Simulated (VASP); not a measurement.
Write the native input for VASP 6.6.1 that does the following.

```
Task                   : single point
Functional             : PBEsol
Potentials or basis    : VASP PAW PBE potentials, release 64 (Pd)
Cutoff                 : 520 eV
k mesh                 : 15 × 15 × 1
Occupations            : methfessel-paxton, width 0.1 eV
Spin                   : no spin polarisation
Dipole correction      : yes
Further INCAR settings : ALGO = Normal; EDIFF = 1e-07
```

The structure of Pd lies in POSCAR:

```
Pd                                      
1.0
    2.7389767000      0.0000000000      0.0000000000
   -1.3694883500      2.3720234000      0.0000000000
    0.0000000000      0.0000000000     26.1818255700
  Pd            
     6
Direct
     0.6666666699999979    0.3333333300000021    0.2863198358411240
     0.3333333300000021    0.6666666699999979    0.3721806353176315
     0.0000000000000000    0.0000000000000000    0.4573302213129910
     0.6666666699999979    0.3333333300000021    0.5426697786870089
     0.3333333300000021    0.6666666699999979    0.6278193646823687
     1.0000000000000000    0.0000000000000000    0.7136801641588760
```

The slab is cut from a database's or a generator's crystal, which needn't be the stable form of the element.

One way to write it, as run:

INCAR

```
SYSTEM = Pd
ALGO = Normal
DIPOL = 0.5 0.5 0.500
EDIFF = 1E-7
ENCUT = 520
GGA = PS
ICORELEVEL = 1
IDIPOL = 3
ISIF = 2
ISMEAR = 1
KPAR = 2
LASPH = .True.
LCHARG = .False.
LDIPOL = .True.
LREAL = .False.
LVACPOTAV = .True.
LVHAR = .True.
LWAVE = .False.
NELM = 80
PREC = Accurate
SIGMA = 0.1
```

KPOINTS

```
k-points
0
Gamma
  15 15 1
  0 0 0
```

Potentials or basis: VASP PAW PBE potentials, release 64 (Pd).

Run with:

```console
$ cat potpaw_PBE.64/Pd/POTCAR > POTCAR
$ mpirun -np 2 vasp_std > vasp.out
```

Results of the run:

```json
{
  "Largest force": "0.014 eV/Å",
  "Band gap on the k mesh": "none (metal or under the smearing width)",
  "Work function of the upper face": "5.34 eV",
  "Work function of the lower face": "5.34 eV"
}
```

Caveat: the PAW data sets were made with another functional, which shifts forces and pressure a little.

It took 92 s on 2 MPI ranks on AMD EPYC 9R45 96-Core Processor (Zen 5), on a shared host, peak memory 0.3 GiB a rank.
